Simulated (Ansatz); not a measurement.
The system is ZrSe2.

```
Zr Se
1.0
     3.79800    0.00000    0.00000
    -1.89900    3.28916    0.00000
     0.00000    0.00000    6.19200
Zr Se
1 2
Direct
  0.00000 0.00000 0.00000
  0.66667 0.33333 0.75000
  0.33333 0.66667 0.25000
```

- Program: Ansatz 0.2.0
- Task: relaxation of cell and atoms
- Functional: revPBE
- Dispersion: D3(BJ)
- Potentials or basis: all-electron LAPW, scalar-relativistic
- Basis error allowed: 0.002 eV/atom
- k mesh: 8 × 8 × 5
- Occupations: fermi-dirac, width 0.05 eV
- Spin: no spin polarisation

At the start: volume 25.78 Å³/atom.

Where does the relaxation end?

Over 6 steps the energy falls by 27.1 meV/atom and the volume is 23.47 Å³/atom (-9.0 %); space group P-3m1 (No. 164, to 0.05 Å).

The path:
```
step  energy change (eV)  largest force (eV/Å)  volume (Å³)
   1              0.0000                0.3639        77.35
   2             -0.0203                0.7366        70.09
   3             -0.0774                0.0703        71.49
   4             -0.0811                0.0176        70.33
   5             -0.0812                0.0002        70.41
   6             -0.0812                0.0002        70.41
```

Final structure:
```
Zr Se
1.0
     3.71020    0.00000    0.00000
    -1.85510    3.21313    0.00000
     0.00000    0.00000    5.90597
Zr Se
1 2
Direct
  0.00000 0.00000 0.00000
  0.66667 0.33333 0.72812
  0.33333 0.66667 0.27188
```
